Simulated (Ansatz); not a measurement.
Input, command and steps of an Ansatz relaxation.

```yaml
crystal:
  lattice:
    - [5.4338342752, 5.4338342752, 5.4338342752]
    - [-5.4338342752, 5.4338342752, -5.4338342752]
    - [-5.4338342752, -5.4338342752, 5.4338342752]
  atoms:
    - { symbol: Pd, position: [0.7500011285, -0.0050722883, -0.0002199586] }
    - { symbol: Si, position: [0.7493795307, 0.7503475575, 0.2503872029] }
    - { symbol: Si, position: [0.0005053279, 0.7505959378, -0.0006863049] }
    - { symbol: Si, position: [0.7495146772, 0.499130086, 0.4994983681] }
    - { symbol: Si, position: [-0.0019637438, 0.4985955872, 0.2477525005] }
    - { symbol: Si, position: [0.2494886101, 0.4990150734, -0.0006396517] }
    - { symbol: Si, position: [0.7495612789, 0.2501046693, 0.7507813452] }
    - { symbol: Si, position: [-0.0020521151, 0.2473650605, 0.4986143697] }
    - { symbol: Si, position: [0.2493087542, 0.247636118, 0.2479251795] }
    - { symbol: Si, position: [0.5010981803, 0.2497902987, -0.0007025737] }
    - { symbol: Si, position: [0.0007711941, -0.0008703996, 0.7509273782] }
    - { symbol: Si, position: [0.2494703647, -0.0009577202, 0.4993128984] }
    - { symbol: Si, position: [0.5010141452, -0.00112186, 0.2503418284] }
    - { symbol: Si, position: [0.2497863736, 0.7478277285, 0.7482384658] }
    - { symbol: Si, position: [0.4984951915, 0.7480594867, 0.5000058389] }
    - { symbol: Si, position: [0.4981857042, 0.4992060967, 0.7480724612] }
    - { symbol: Si, position: [0.4970938163, -0.0033558116, -0.0011983434] }
    - { symbol: Si, position: [0.4997024192, 0.7491490549, 0.2494397469] }
    - { symbol: Si, position: [0.7478345359, 0.7509840572, -0.0005955158] }
    - { symbol: Si, position: [0.4995915243, 0.4993410231, 0.4996637916] }
    - { symbol: Si, position: [0.74952232, 0.4986522317, 0.2491817317] }
    - { symbol: Si, position: [-0.0007370625, 0.4988457158, -0.0007363121] }
    - { symbol: Si, position: [0.4997966678, 0.2489729466, 0.7495590818] }
    - { symbol: Si, position: [0.7495094604, 0.248797205, 0.4989824028] }
    - { symbol: Si, position: [0.0012737734, 0.2451037955, 0.2468773432] }
    - { symbol: Si, position: [0.2494582959, 0.2488823562, -0.0006081976] }
    - { symbol: Si, position: [0.7482405973, -0.0010289015, 0.7465425643] }
    - { symbol: Si, position: [-0.0008549019, -0.001131424, 0.4989953138] }
    - { symbol: Si, position: [0.2492978959, -0.0009925226, 0.2490744034] }
    - { symbol: Si, position: [-0.0005522819, 0.7492861389, 0.7495624769] }
    - { symbol: Si, position: [0.2496869106, 0.7490456124, 0.4995873298] }
    - { symbol: Si, position: [0.2496150643, 0.4991040103, 0.7493007101] }
  host:
    lattice:
      - [0.0, 2.7169171376, 2.7169171376]
      - [2.7169171376, 0.0, 2.7169171376]
      - [2.7169171376, 2.7169171376, 0.0]
    atoms:
      - { symbol: Si, position: [0.75, 0.75, 0.75] }
      - { symbol: Si, position: [0.5, 0.5, 0.5] }
total_charge: 2
basis:
  ecutwfc: 420
  xc_grid: 2
kpoints:
  mp_grid: { grid: [3, 3, 3], shift: [0.0, 0.0, 0.0] }
hamiltonian:
  xc: pbesol
scf:
  occupations: { method: gaussian, width: 0.02 }
output:
  forces: true
  stress: false
  eigenvalues: true
  charged_corrections:
    defect_position: [0.75, 0.0, 0.0]
    epsilon: [[13.2922, 0.0, 0.0], [0.0, 13.2922, 0.0], [0.0, 0.0, 13.2922]]
  write_density: true
  write_potential: true
  elf: true
  volumetric_format: npy
relax:
  adjacent_minimum: "off"
  f_tol: 0.025
  max_steps: 45
```

```bash
ansatz run input.yaml --threads 4 --pin off --max-ram 8192MiB --backend cpu --events-out ev --progress --plain --runs-dir out
```

All numbers below come from DFT PBEsol, scalar-relativistic, plane waves, PAW in Ansatz 0.2.0.

The cell holds a point defect: Pd on a Si site (a), charge +2.

Of 4 frames 3 are shown, positions in Å and forces in eV/Å; the SCF threshold varies from step to step.

```xyz
32
Lattice="5.4338 5.4338 5.4338 -5.4338 5.4338 -5.4338 -5.4338 -5.4338 5.4338" Properties=species:S:1:pos:R:3:forces:R:3 pbc="T T T" step=1 free_energy_over_end_meV_per_atom=2.51
Pd    4.1041    4.0490    4.1017   -0.2626    0.3242   -0.5789
Si   -1.3658    6.7887    1.3553   -0.1672   -0.0011   -0.0007
Si   -4.0721    4.0851   -4.0796   -0.0721    0.0863   -0.0785
Si   -1.3536    4.0707    4.0747    0.0141    0.0025   -0.0025
Si   -4.0662    1.3524   -1.3737    0.1553   -0.1312   -0.0339
Si   -1.3524    4.0707   -1.3594   -0.0007    0.0043   -0.0007
Si   -1.3657    1.3524    6.7936   -0.2049    0.0362   -0.0405
Si   -4.0647   -1.3764    1.3541    0.0811   -0.1008   -0.0372
Si   -1.3381    1.3531    1.3563    0.3330    0.1373    0.1489
Si    1.3694    4.0840    1.3617    0.0450    0.1145    0.0469
Si   -4.0715   -4.0810    4.0893   -0.0168   -0.0323    0.1142
Si   -1.3524   -1.3628    4.0740    0.0005    0.0013   -0.0130
Si    1.3682    1.3560    4.0888   -0.0287   -0.0471    0.1840
Si   -6.7721    1.3551    1.3595    0.2345   -0.0595   -0.0460
Si   -4.0730    4.0566    1.3609    0.0496   -0.2059   -0.0604
Si   -4.0704    1.3548    4.0594   -0.0219    0.0034   -0.1614
Si    2.7259    2.6894    2.7128   -0.1974    0.0537   -0.0988
Si   -2.7109    5.4306    0.0000    0.0046    0.0662   -0.0126
Si   -0.0139    8.1476   -0.0204    0.5725   -0.3815    0.5735
Si   -2.7137    2.7129    2.7165   -0.0944    0.0166    0.0151
Si    0.0092    5.4284    2.7172    0.1031   -0.0174    0.0146
Si   -2.7106    2.7106   -2.7187   -0.0057   -0.0770    0.0107
Si   -2.7100   -0.0043    5.4359    0.0037   -0.0157    0.0799
Si    0.0094    2.7132    5.4322    0.0934    0.0259   -0.0226
Si   -2.6664   -0.0027    0.0166   -0.6408    0.1018   -0.0244
Si    0.0064    2.7112   -0.0002    0.0002   -0.0671   -0.0125
Si    0.0148    0.0036    8.1280    0.1224    0.1047    0.1022
Si   -2.7100   -2.7223    2.7130   -0.0037    0.0166   -0.0630
Si    0.0066   -0.0042    2.7135   -0.0023   -0.0119   -0.0587
Si   -8.1475   -0.0045   -0.0015   -0.0976   -0.0175   -0.0140
Si   -5.4281    2.7123    0.0012    0.0002    0.0050    0.0755
Si   -5.4273   -0.0032    2.7159    0.0033    0.0656   -0.0053
32
Lattice="5.4338 5.4338 5.4338 -5.4338 5.4338 -5.4338 -5.4338 -5.4338 5.4338" Properties=species:S:1:pos:R:3:forces:R:3 pbc="T T T" step=2 free_energy_over_end_meV_per_atom=0.33
Pd    4.0899    4.0633    4.0817   -0.1076    0.1343   -0.2449
Si   -1.3790    6.7869    1.3587   -0.0258    0.0116   -0.0161
Si   -4.0709    4.0990   -4.0783   -0.0404   -0.0043   -0.0357
Si   -1.3509    4.0705    4.0741    0.0022   -0.0006   -0.0011
Si   -4.0636    1.3509   -1.3885    0.0531   -0.0468    0.0223
Si   -1.3510    4.0698   -1.3600    0.0002    0.0001   -0.0008
Si   -1.3792    1.3543    6.7919   -0.0422    0.0086   -0.0134
Si   -4.0649   -1.3936    1.3575    0.0323   -0.0079   -0.0231
Si   -1.3228    1.3540    1.3587    0.0910    0.0376    0.0426
Si    1.3692    4.0992    1.3592    0.0172    0.0099    0.0180
Si   -4.0675   -4.0802    4.1057   -0.0145   -0.0110    0.0173
Si   -1.3508   -1.3638    4.0751    0.0004    0.0002    0.0028
Si    1.3672    1.3511    4.1046   -0.0059   -0.0068    0.0429
Si   -6.7547    1.3522    1.3578    0.0489   -0.0150   -0.0114
Si   -4.0696    4.0405    1.3585    0.0130   -0.0458   -0.0140
Si   -4.0714    1.3544    4.0466   -0.0192    0.0178   -0.0195
Si    2.7070    2.6843    2.6987   -0.0323    0.0311   -0.0233
Si   -2.7110    5.4245    0.0032    0.0159    0.0193   -0.0095
Si    0.0055    8.1395    0.0014    0.2270   -0.1675    0.2227
Si   -2.7098    2.7100    2.7158   -0.0067    0.0048    0.0053
Si    0.0086    5.4300    2.7149    0.0022   -0.0037    0.0023
Si   -2.7132    2.7149   -2.7216    0.0154   -0.0145    0.0085
Si   -2.7120   -0.0012    5.4308    0.0166   -0.0115    0.0151
Si    0.0076    2.7108    5.4338    0.0076    0.0047   -0.0049
Si   -2.7076    0.0082    0.0207   -0.2021    0.0389   -0.0037
Si    0.0104    2.7155    0.0026   -0.0179   -0.0203   -0.0080
Si    0.0302    0.0172    8.1256    0.0109    0.0098    0.0473
Si   -2.7115   -2.7254    2.7201    0.0157    0.0095   -0.0189
Si    0.0098   -0.0031    2.7193   -0.0148   -0.0073   -0.0209
Si   -8.1420   -0.0042    0.0015   -0.0050   -0.0070   -0.0049
Si   -5.4221    2.7072   -0.0043   -0.0200    0.0135    0.0172
Si   -5.4224   -0.0093    2.7129   -0.0150    0.0181    0.0099
32
Lattice="5.4338 5.4338 5.4338 -5.4338 5.4338 -5.4338 -5.4338 -5.4338 5.4338" Properties=species:S:1:pos:R:3:forces:R:3 pbc="T T T" step=4 free_energy_over_end_meV_per_atom=0.00
Pd    4.0837    4.0699    4.0738   -0.0002   -0.0003    0.0016
Si   -1.3815    6.7865    1.3582   -0.0025    0.0011   -0.0030
Si   -4.0675    4.1012   -4.0763   -0.0013    0.0020   -0.0020
Si   -1.3504    4.0700    4.0742   -0.0003    0.0000    0.0015
Si   -4.0668    1.3527   -1.3907    0.0017   -0.0024    0.0002
Si   -1.3504    4.0699   -1.3597    0.0005   -0.0001    0.0010
Si   -1.3816    1.3535    6.7914   -0.0002   -0.0022    0.0000
Si   -4.0669   -1.3957    1.3576    0.0013   -0.0016   -0.0034
Si   -1.3188    1.3534    1.3581    0.0010   -0.0022   -0.0023
Si    1.3669    4.1011    1.3574    0.0008    0.0006    0.0019
Si   -4.0672   -4.0809    4.1064   -0.0018   -0.0017    0.0008
Si   -1.3504   -1.3639    4.0744    0.0005   -0.0011    0.0002
Si    1.3668    1.3523    4.1063    0.0008    0.0037    0.0015
Si   -6.7523    1.3528    1.3576   -0.0008    0.0012    0.0002
Si   -4.0675    4.0381    1.3575   -0.0003   -0.0004    0.0012
Si   -4.0675    1.3526    4.0434   -0.0006    0.0027   -0.0011
Si    2.7034    2.6893    2.6946    0.0009    0.0004   -0.0010
Si   -2.7102    5.4253    0.0013   -0.0002   -0.0005    0.0005
Si    0.0290    8.1237    0.0206    0.0011    0.0002   -0.0011
Si   -2.7065    2.7096    2.7146    0.0009   -0.0010   -0.0003
Si    0.0060    5.4298    2.7144   -0.0009    0.0006   -0.0002
Si   -2.7107    2.7142   -2.7197    0.0001    0.0006    0.0007
Si   -2.7102   -0.0037    5.4305   -0.0009    0.0002   -0.0008
Si    0.0057    2.7099    5.4342   -0.0010   -0.0014    0.0022
Si   -2.7294    0.0157    0.0209   -0.0015    0.0009   -0.0014
Si    0.0096    2.7143    0.0008    0.0010    0.0007    0.0010
Si    0.0300    0.0165    8.1281   -0.0005   -0.0004   -0.0002
Si   -2.7106   -2.7245    2.7190    0.0009    0.0009    0.0004
Si    0.0100   -0.0037    2.7188    0.0000   -0.0008    0.0000
Si   -8.1399   -0.0039    0.0010    0.0021    0.0002    0.0010
Si   -5.4239    2.7095   -0.0039    0.0000    0.0000   -0.0004
Si   -5.4236   -0.0085    2.7140   -0.0006    0.0001    0.0015
```

Time: 2.9 min on 4 threads of Intel(R) Xeon(R) Processor @ 2.10GHz (Emerald Rapids), with other jobs on the host, peak memory 2 GiB.